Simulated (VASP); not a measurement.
# BN in VASP: one cell, several levels of theory, part 2 of 2

The system is BN, a lower-symmetry cell derived from the rocksalt prototype, a generated structure that needn't be the ground state.

VASP 6.6.1, plane waves, PAW. Earlier steps stand in the parts before.

## 3. r2SCAN

The input, INCAR:

```
ENCUT = 520.000000
SIGMA = 0.010000
EDIFF = 1.00e-07
ALGO = Normal
METAGGA = R2SCAN
PREC = Accurate
IBRION = -1
ISIF = 2
ISMEAR = 0
NBANDS = 11
NELM = 120
NSW = 0
LASPH = .TRUE.
LCHARG = .FALSE.
LWAVE = .FALSE.
LREAL = .FALSE.
```

The input, KPOINTS:

```
KPOINTS created by Atomic Simulation Environment
0
Gamma
12 12 12
0 0 0
```

The input, KPOINTS_OPT:

```
special points
8
Reciprocal
0.0000000000 0.0000000000 0.0000000000 1
0.5000000000 0.0000000000 0.5000000000 1
0.6250000000 0.2500000000 0.6250000000 1
0.3750000000 0.3750000000 0.7500000000 1
0.5000000000 0.5000000000 0.5000000000 1
0.5000000000 0.2500000000 0.7500000000 1
-0.1653650000 0.1640620000 0.0000000000 1
0.5000000000 0.5000000000 0.0000000000 1
```

The input, POSCAR:

```
B  N
 1.0000000000000000
    -0.0218228242000000    1.7458259350000001    1.7458259350000001
     1.7458259350000001   -0.0218228242000000    1.7458259350000001
     1.7240031108000000    1.7240031108000000    0.0000000000000000
 B   N
   1   1
Cartesian
  0.0000000000000000  0.0000000000000000  0.0000000000000000
  1.7240031107999996  1.7240031107999996  1.7458259350000001
```

Started as:

```sh
$ mpirun -np 1 vasp_std
```

Printed to the terminal (iteration lines stand in OSZICAR):

```text
POSCAR found type information on POSCAR B N
 POSCAR found :  2 types and       2 ions
 -----------------------------------------------------------------------------
|                                                                             |
|                                                                             |
|     You enforced a specific xc type in the INCAR file but a different       |
|     I HOPE YOU KNOW WHAT YOU ARE DOING!                                     |
|                                                                             |
 -----------------------------------------------------------------------------

 LDA part: xc-table for (None), standard interpolation
 POSCAR, INCAR and KPOINTS ok, starting setup
 FFT: planning ... GRIDC
 FFT: planning ... GRID_SOFT
 FFT: planning ... GRID
 WAVECAR not read
 entering main loop
 Start KPOINTS_OPT (optional k-point list driver)
k-point batch [1-8\8]
```

OSZICAR:

```text
N       E                     dE             d eps       ncg     rms          rms(c)
DAV:   1     0.875577591887E+01    0.87558E+01   -0.52292E+03  6363   0.757E+02
DAV:   2    -0.181379980273E+02   -0.26894E+02   -0.25582E+02  7257   0.162E+02
DAV:   3    -0.186562679462E+02   -0.51827E+00   -0.51713E+00  7339   0.188E+01
DAV:   4    -0.186567790374E+02   -0.51109E-03   -0.51108E-03  6820   0.647E-01
DAV:   5    -0.186567793035E+02   -0.26606E-06   -0.26606E-06  7228   0.155E-02    0.622E+00
DAV:   6    -0.153475370977E+02    0.33092E+01   -0.27394E+00  6319   0.874E+00    0.276E+00
DAV:   7    -0.153971437487E+02   -0.49607E-01   -0.24087E-01  7060   0.352E+00    0.160E+00
DAV:   8    -0.154167760992E+02   -0.19632E-01   -0.28529E-02  6772   0.122E+00    0.308E-01
DAV:   9    -0.154158179816E+02    0.95812E-03   -0.72447E-03  6985   0.458E-01    0.664E-02
DAV:  10    -0.154158470095E+02   -0.29028E-04   -0.14343E-04  6823   0.119E-01    0.432E-02
DAV:  11    -0.154158548065E+02   -0.77970E-05   -0.13950E-04  6781   0.762E-02    0.231E-03
DAV:  12    -0.154158553185E+02   -0.51198E-06   -0.29008E-06  7168   0.170E-02    0.351E-03
DAV:  13    -0.154158554892E+02   -0.17079E-06   -0.12468E-07  6820   0.380E-03    0.101E-03
DAV:  14    -0.154158555115E+02   -0.22218E-07   -0.31080E-09  3431   0.609E-04
   1 F= -.15415856E+02 E0= -.15415856E+02  d E =-.953263-178
       N       E                     dE             ncg
DAV:   1     0.307477345999E+04   -0.25002E+04      176
DAV:   2     0.285302238386E+04   -0.22175E+03      191
DAV:   3     0.284883623453E+04   -0.41861E+01      214
DAV:   4     0.284883215929E+04   -0.40752E-02      200
DAV:   5     0.284883215743E+04   -0.18657E-05      203
DAV:   6     0.284883215742E+04   -0.15621E-08      200
```

Parts of OUTCAR:

```text
k-points           NKPTS =    280   k-points in BZ     NKDIM =    280   number of bands    NBANDS=     11

   NELECT =       8.0000    total number of electrons

   dimension x,y,z NGX =    18 NGY =   18 NGZ =   18
   dimension x,y,z NGXF=    36 NGYF=   36 NGZF=   36

  energy-cutoff  :      520.00
  volume of cell :       10.64
      direct lattice vectors                 reciprocal lattice vectors
    -0.021822824  1.745825935  1.745825935    -0.282861625  0.282861625  0.286397395
     1.745825935 -0.021822824  1.745825935     0.282861625 -0.282861625  0.286397395
     1.724003111  1.724003111  0.000000000     0.290022679  0.290022679 -0.286397395

 k-points in reciprocal lattice and weights: KPOINTS created by Atomic Simulation Env
   0.00000000  0.00000000  0.00000000       0.001
   0.08333333 -0.00000000  0.00000000       0.002
   0.16666667 -0.00000000  0.00000000       0.002
   0.25000000 -0.00000000  0.00000000       0.002
   0.33333333 -0.00000000  0.00000000       0.002
   0.41666667 -0.00000000  0.00000000       0.002
   0.50000000 -0.00000000  0.00000000       0.001
   0.08333333  0.08333333  0.00000000       0.001
[... 272 more k-points ...]

 E-fermi :  10.7908

 k-point     1 :       0.0000    0.0000    0.0000
  band No.  band energies     occupation
      1     -13.3419      2.00000
      2       9.1499      2.00000
      3       9.4465      2.00000
      4       9.7665      2.00000
      5      20.1600      0.00000
      6      23.4466      0.00000
      7      23.5272      0.00000
      8      23.6402      0.00000
      9      29.2242      0.00000
     10      29.8193      0.00000
     11      30.3365      0.00000

 k-point     2 :       0.0833   -0.0000    0.0000
  band No.  band energies     occupation
      1     -13.1414      2.00000
      2       8.3288      2.00000
      3       9.3527      2.00000
      4       9.7447      2.00000
      5      20.4764      0.00000
      6      22.7470      0.00000
      7      22.8234      0.00000
      8      23.3940      0.00000
      9      29.1047      0.00000
     10      30.1498      0.00000
     11      30.8522      0.00000

 k-point     3 :       0.1667   -0.0000    0.0000
  band No.  band energies     occupation
      1     -12.5452      2.00000
      2       6.1253      2.00000
      3       9.3314      2.00000
      4       9.7025      2.00000
      5      20.5828      0.00000
      6      21.1503      0.00000
      7      21.1925      0.00000
      8      23.3849      0.00000
      9      29.1752      0.00000
     10      31.5415      0.00000
     11      32.3117      0.00000

 k-point     4 :       0.2500   -0.0000    0.0000
  band No.  band energies     occupation
      1     -11.5743      2.00000
      2       3.3689      2.00000
      3       9.3656      2.00000
      4       9.6883      2.00000
      5      19.2714      0.00000
      6      19.3776      0.00000
      7      20.0095      0.00000
      8      24.0534      0.00000
      9      30.0456      0.00000
     10      33.7796      0.00000
     11      34.5928      0.00000

 k-point     5 :       0.3333   -0.0000    0.0000
  band No.  band energies     occupation
      1     -10.2863      2.00000
      2       0.5861      2.00000
      3       9.4682      2.00000
      4       9.7334      2.00000
      5      17.6868      0.00000
      6      17.8472      0.00000
      7      19.2577      0.00000
      8      24.6878      0.00000
      9      31.6424      0.00000
     10      36.7224      0.00000
     11      37.5843      0.00000

 k-point     6 :       0.4167   -0.0000    0.0000
  band No.  band energies     occupation
      1      -8.8742      2.00000
      2      -1.7950      2.00000
      3       9.6004      2.00000
      4       9.8141      2.00000
      5      16.5909      0.00000
      6      16.8060      0.00000
      7      18.7623      0.00000
      8      25.0534      0.00000
      9      33.5708      0.00000
     10      40.1934      0.00000
     11      41.1315      0.00000

 k-point     7 :       0.5000   -0.0000    0.0000
  band No.  band energies     occupation
      1      -8.0842      2.00000
      2      -2.9185      2.00000
      3       9.6652      2.00000
      4       9.8570      2.00000
      5      16.1946      0.00000
      6      16.4330      0.00000
      7      18.5923      0.00000
      8      25.1697      0.00000
      9      34.6997      0.00000
     10      40.3710      0.00000
     11      43.3148      0.00000

 k-point     8 :       0.0833    0.0833    0.0000
  band No.  band energies     occupation
      1     -13.0694      2.00000
      2       8.6728      2.00000
      3       9.1063      2.00000
      4       9.3148      2.00000
      5      20.5854      0.00000
      6      21.5926      0.00000
      7      23.4331      0.00000
      8      23.6119      0.00000
      9      28.0820      0.00000
     10      30.6062      0.00000
     11      31.6795      0.00000

 k-point     9 :       0.1667    0.0833    0.0000
  band No.  band energies     occupation
      1     -12.5992      2.00000
      2       6.9806      2.00000
      3       8.9248      2.00000
      4       9.3155      2.00000
      5      19.6138      0.00000
      6      21.2046      0.00000
      7      22.8360      0.00000
      8      23.5093      0.00000
      9      27.3789      0.00000
     10      32.0371      0.00000
     11      33.3356      0.00000

 k-point    10 :       0.2500    0.0833    0.0000
  band No.  band energies     occupation
      1     -11.7454      2.00000
      2       4.3750      2.00000
      3       8.6714      2.00000
      4       9.4995      2.00000
      5      17.8894      0.00000
      6      20.9076      0.00000
      7      21.4367      0.00000
      8      23.9211      0.00000
      9      27.8882      0.00000
     10      33.8578      0.00000
     11      35.6805      0.00000

 k-point    11 :       0.3333    0.0833    0.0000
  band No.  band energies     occupation
      1     -10.5499      2.00000
      2       1.5865      2.00000
      3       8.6234      2.00000
      4       9.4344      2.00000
      5      16.6156      0.00000
      6      19.8452      0.00000
      7      20.1734      0.00000
      8      24.6872      0.00000
      9      29.3197      0.00000
     10      36.1875      0.00000
     11      38.6546      0.00000

 k-point    12 :       0.4167    0.0833    0.0000
  band No.  band energies     occupation
      1      -9.1397      2.00000
      2      -0.9608      2.00000
      3       8.8097      2.00000
      4       9.0959      2.00000
      5      16.0252      0.00000
      6      18.4179      0.00000
      7      19.6049      0.00000
      8      25.2146      0.00000
      9      31.4670      0.00000
     10      38.6825      0.00000
     11      42.1253      0.00000

 k-point    13 :       0.5000    0.0833    0.0000
  band No.  band energies     occupation
      1      -8.0099      2.00000
      2      -2.6263      2.00000
      3       8.5821      2.00000
      4       9.2049      2.00000
      5      16.1403      0.00000
      6      17.3523      0.00000
      7      19.3587      0.00000
      8      25.4401      0.00000
      9      33.7547      0.00000
     10      38.8429      0.00000
     11      43.5420      0.00000

 k-point    14 :      -0.4167    0.0833    0.0000
  band No.  band energies     occupation
      1      -8.3163      2.00000
      2      -2.1992      2.00000
      3       8.0809      2.00000
      4       9.7113      2.00000
      5      16.8041      0.00000
      6      16.8235      0.00000
      7      19.4760      0.00000
      8      25.3941      0.00000
      9      33.9871      0.00000
     10      39.1534      0.00000
     11      40.7858      0.00000

 k-point    15 :      -0.3333    0.0833    0.0000
  band No.  band energies     occupation
      1      -9.6552      2.00000
      2      -0.0951      2.00000
      3       7.7440      2.00000
      4      10.1547      2.00000
      5      16.9299      0.00000
      6      17.8968      0.00000
      7      19.9714      0.00000
      8      25.0633      0.00000
      9      32.0790      0.00000
     10      37.2461      0.00000
     11      40.0585      0.00000

 k-point    16 :      -0.2500    0.0833    0.0000
  band No.  band energies     occupation
      1     -11.0142      2.00000
      2       2.5844      2.00000
      3       7.6496      2.00000
      4      10.3770      2.00000
      5      17.8070      0.00000
      6      19.1678      0.00000
      7      20.8261      0.00000
      8      24.4058      0.00000
      9      30.2462      0.00000
     10      34.3323      0.00000
     11      37.2269      0.00000

[... the tables of k-points 17 to 280 left out ...]

  Total        0.0573781      0.0573781      0.0186286      1.1053658      0.0000000      0.0000000
  in kB        8.6395674      8.6395674      2.8049491    166.4376719      0.0000000      0.0000000
  external PRESSURE =       6.6946946 kB  Pullay stress =       0.0000000 kB

 POSITION                                       TOTAL-FORCE (eV/Angst)
 -----------------------------------------------------------------------------------
      0.00000      0.00000      0.00000        -0.000000     -0.000000      0.000000
      1.72400      1.72400      1.74583         0.000000      0.000000      0.000000
 -----------------------------------------------------------------------------------
    total drift:                               -0.000000     -0.000000     -0.000000

  FREE ENERGIE OF THE ION-ELECTRON SYSTEM (eV)
  ---------------------------------------------------
  free  energy   TOTEN  =       -15.4158555115 eV

  energy  without entropy=      -15.4158555115  energy(sigma->0) =      -15.41585551
```

Hardware: 1 MPI rank of Intel Xeon Platinum 8488C, shared host.

The levels at the points of KPOINTS_OPT are read from vasprun.xml.

Levels at the named points, in eV from the top of band v (v: the last filled band by count, c: the next):

```
point     v−1      v     c    c+1
    Γ   -1.15  -0.83  9.57  12.85
    X   -6.13  -6.12  1.12   9.37
    U   -9.61  -4.81  3.37  11.93
    K   -9.43  -5.16  3.05  11.91
    L   -1.16  -0.98  5.30   5.45
    W  -10.08  -7.56  7.37   8.28
```

The r2SCAN gap is 1.07 eV and indirect ((-0.17, 0.16, 0.00) to (0.50, 0.50, 0.00)), with 6.28 eV as the least direct one. Pressure: 0.67 GPa; the forces vanish within 0.01 eV/Å.

## 4. What came out

This closing draws on all 2 parts.

```
 level  gap (eV)  pressure (GPa)  Ansatz: gap (eV)  Ansatz: pressure (GPa)
   PBE      0.94            4.05              0.95                    4.11
r2SCAN      1.07            0.67              1.08                    0.22
```

What this shows: The gap runs from 0.94 eV (PBE) to 1.07 eV (r2SCAN). The pressure is highest with PBE (4.1 GPa) and lowest with r2SCAN (0.7 GPa), which orders the cells that they would relax to. The two programs agree on the gap within 0.02 eV, far less than the spread between functionals. Datasets and cutoffs are each program's own.
